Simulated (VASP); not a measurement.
# Br (Immm) in VASP: electric field gradients with PBEsol

Aim: the electric field gradients of Br with PBEsol.

Everything below comes from runs of VASP 6.6.1. Logs are shortened: lines on timing, memory, paths and dates and some standing lists are left out, and cuts for length are marked.

### Step 1. The structure

Symmetry: Immm, No. 71, orthorhombic system. Conventional cell: a = 2.574 Å, b = 3.440 Å, c = 7.156 Å, α = 90.00°, β = 90.00°, γ = 90.00°. Br (site symmetry mmm) is surrounded by 2 Br at 2.57 Å.

### Step 2. Electric field gradients, PBEsol

Contents of INCAR:

```
SYSTEM = Br
PREC = Accurate
ENCUT = 520
EDIFF = 1E-7
ISMEAR = -1
SIGMA = 0.05
LREAL = .False.
LASPH = .True.
NELM = 80
ALGO = Fast
ISIF = 2
LWAVE = .False.
LCHARG = .False.
GGA = PS
LEFG = .True.
```

Contents of KPOINTS:

```
regular mesh
0
Gamma
  16 16 16
  0 0 0
```

Contents of POSCAR:

```
Br
1.0
   -1.2867684050      1.7199972000      3.5779911600
    1.2867684050     -1.7199972000      3.5779911600
    1.2867684050      1.7199972000     -3.5779911600
Br
1
Direct
    0.0000000000      0.0000000000      0.0000000000
```

Potentials or basis: VASP PAW PBE potentials, release 64 (Br).

Started as:

```console
$ cat potpaw_PBE.64/Br/POTCAR > POTCAR
$ mpirun -np 1 vasp_std > vasp.out
```

OUTCAR:

```text
SYSTEM = Br
   PREC = Accurate
   ENCUT = 520
   EDIFF = 1E-7
   ISMEAR = -1
   LREAL = .False.
   LASPH = .True.
   NELM = 80
   ISIF = 2
   GGA = PS

 ion  position               nearest neighbor table
   1  0.000  0.000  0.000-

  LATTYP: Found a body centered orthorhombic cell.
 ALAT       =     2.5735368100
 B/A-ratio  =     1.3366796957
 C/A-ratio  =     2.7806022794

  Lattice vectors:

 A1 = (  -1.2867684050,   1.7199972000,   3.5779911600)
 A2 = (   1.2867684050,  -1.7199972000,   3.5779911600)
 A3 = (   1.2867684050,   1.7199972000,  -3.5779911600)

Analysis of symmetry for initial positions (statically):
=====================================================================
 Subroutine PRICEL returns:
 Original cell was already a primitive cell.

 Routine SETGRP: Setting up the symmetry group for a
 body centered orthorhombic supercell.

 Subroutine GETGRP returns: Found  8 space group operations
 (whereof  8 operations were pure point group operations)
 out of a pool of  8 trial point group operations.

The static configuration has the point symmetry D_2h.

Analysis of symmetry for dynamics (positions and initial velocities):
=====================================================================
 Subroutine PRICEL returns:
 Original cell was already a primitive cell.

 Routine SETGRP: Setting up the symmetry group for a
 body centered orthorhombic supercell.

 Subroutine GETGRP returns: Found  8 space group operations
 (whereof  8 operations were pure point group operations)
 out of a pool of  8 trial point group operations.

The dynamic configuration has the point symmetry D_2h.

 Subroutine INISYM returns: Found  8 space group operations
 (whereof  8 operations are pure point group operations),
 and found     1 'primitive' translations

----------------------------------------------------------------------------------------

                                     Primitive cell

  volume of cell :      31.6758

  direct lattice vectors                    reciprocal lattice vectors
    -1.286768405  1.719997200  3.577991160     0.000000000  0.290698148  0.139743218
     1.286768405 -1.719997200  3.577991160     0.388570312  0.000000000  0.139743218
     1.286768405  1.719997200 -3.577991160     0.388570312  0.290698148  0.000000000
[... 121 lines left out ...]

 Free energy of the ion-electron system (eV)
  ---------------------------------------------------
  ext. energy  EPLUGINS =         0.00000000
  ---------------------------------------------------
  free energy    TOTEN  =        -1.73532414 eV

  energy without entropy =       -1.72612865  energy(sigma->0) =       -1.73072639

 E-fermi :   0.1341     XC(G=0):  -8.3828

 val. band max:        0.1316721561   @ k =   0.1250   0.1875   0.0000
 cond. band min:       0.1365388899   @ k =   0.5000  -0.4375   0.2500
 fundamental gap:      0.0048667338
 Fermi energy:         0.1341057081

 k-point     1 :       0.0000    0.0000    0.0000
  band No.  band energies     occupation
      1     -15.6917      2.00000
      2      -1.7603      2.00000
      3      -1.0161      2.00000
      4       4.0497      0.00000
      5       5.3546      0.00000
      6       9.3335      0.00000
      7      12.1611      0.00000
[... 221 lines left out ...]
 k-point    24 :      -0.1250    0.0625    0.0000
  band No.  band energies     occupation
      1     -15.5596      2.00000
      2      -1.7342      2.00000
      3      -1.5151      2.00000
      4       3.4255      0.00000
      5       5.9952      0.00000
      6      10.0348      0.00000
      7      10.8361      0.00000

 [... further k-points ...]

------------------------ aborting loop because EDIFF is reached ----------------------------------------

  FORCE on cell =-STRESS in cart. coord.  units (eV):
  Direction    XX          YY          ZZ          XY          YZ          ZX
  --------------------------------------------------------------------------------------
  -------------------------------------------------------------------------------------
  Total       -0.3410230     -0.1307556     -0.0128703      0.0000000      0.0000000      0.0000000
  in kB      -17.2491146     -6.6136872     -0.6509852      0.0000000      0.0000000      0.0000000
  external PRESSURE =      -8.1712624 kB  Pullay stress =       0.0000000 kB

 VOLUME and BASIS-vectors are now :
 -----------------------------------------------------------------------------
  energy-cutoff  :      520.00
  volume of cell :       31.68
      direct lattice vectors                 reciprocal lattice vectors
    -1.286768405  1.719997200  3.577991160     0.000000000  0.290698148  0.139743218
     1.286768405 -1.719997200  3.577991160     0.388570312  0.000000000  0.139743218
     1.286768405  1.719997200 -3.577991160     0.388570312  0.290698148  0.000000000

 POSITION                                       TOTAL-FORCE (eV/Angst)
 -----------------------------------------------------------------------------------
      0.00000      0.00000      0.00000        -0.000000      0.000000      0.000000
 -----------------------------------------------------------------------------------
    total drift:                                0.000000      0.000000      0.000000

  FREE ENERGIE OF THE ION-ELECTRON SYSTEM (eV)
  ---------------------------------------------------
  free  energy   TOTEN  =        -1.7353241371 eV

  energy  without entropy=       -1.7261286493  energy(sigma->0) =       -1.73072639

 Electric field gradients (V/A^2)
---------------------------------------------------------------------
 ion       V_xx      V_yy      V_zz      V_xy      V_xz      V_yz
---------------------------------------------------------------------
   1     752.817  -200.998  -551.819    -0.001    -0.000    -0.001
---------------------------------------------------------------------

 Electric field gradients after diagonalization (V/A^2)
 (convention: |V_zz| > |V_xx| > |V_yy|)
----------------------------------------------------------------------
 ion       V_xx      V_yy      V_zz     asymmetry (V_yy - V_xx)/ V_zz
----------------------------------------------------------------------
   1    -551.819  -200.998   752.817       0.466
----------------------------------------------------------------------

           NMR quadrupolar parameters

 Cq : quadrupolar parameter    Cq=e*Q*V_zz/h
 eta: asymmetry parameters     (V_yy - V_xx)/ V_zz
 Q  : nuclear electric quadrupole moment in mb (millibarn)
----------------------------------------------------------------------
 ion       Cq(MHz)       eta       Q (mb)
----------------------------------------------------------------------
   1       1.820       0.466       1.000
----------------------------------------------------------------------
```

stdout:

```text
POSCAR found type information on POSCAR Br
 POSCAR found :  1 types and       1 ions
 scaLAPACK will be used
 -----------------------------------------------------------------------------
|                                                                             |
|                                                                             |
|     You enforced a specific xc type in the INCAR file but a different       |
|     I HOPE YOU KNOW WHAT YOU ARE DOING!                                     |
|                                                                             |
 -----------------------------------------------------------------------------

 LDA part: xc-table for (Slater+PW92), standard interpolation
 POSCAR, INCAR and KPOINTS ok, starting setup
 FFT: planning ... GRIDC
 FFT: planning ... GRID_SOFT
 FFT: planning ... GRID
 WAVECAR not read
 entering main loop
ion   1
```

Wall time 2.8 min (1 thread of Intel Xeon Platinum 8488C (Sapphire Rapids), shared host); peak memory 0.29 GiB.

Results:

| Quantity | Value |
| --- | --- |
| Free energy | -1.7353 eV |
| Pressure | -0.8 GPa |
| Band gap on the k mesh | none (metal or under the smearing width) |

Stress tensor (GPa, compression positive):
```
-1.72  0.00  0.00
 0.00 -0.66  0.00
 0.00  0.00 -0.07
```

Levels at points of the mesh, in eV from the Fermi level:
```tsv
k point	band 1	band 2	band 3	band 4	band 5	band 6	band 7
(0.00, 0.00, 0.00)	-15.83	-1.89	-1.15	3.92	5.22	9.20	12.03
(0.50, 0.00, 0.00)	-15.35	-4.21	-2.24	4.07	6.37	12.32	13.10
(0.00, 0.50, 0.00)	-12.83	-6.15	-0.42	0.81	7.40	11.49	11.96
(0.50, 0.50, 0.00)	-12.48	-5.76	-1.47	-0.05	6.45	8.47	13.57
(0.50, 0.50, 0.50)	-15.62	-3.81	-1.40	3.81	7.15	11.33	12.32
```

Electric field gradients, principal values (V/Å²):
```
atom       Vxx       Vyy      Vzz
1 Br  -200.998  -551.819  752.817
```

Caveat: the PAW data sets were made with another functional, which shifts forces and pressure a little; an odd number of electrons without spin polarisation forces a metal; a magnetic or distorted state may lie lower.
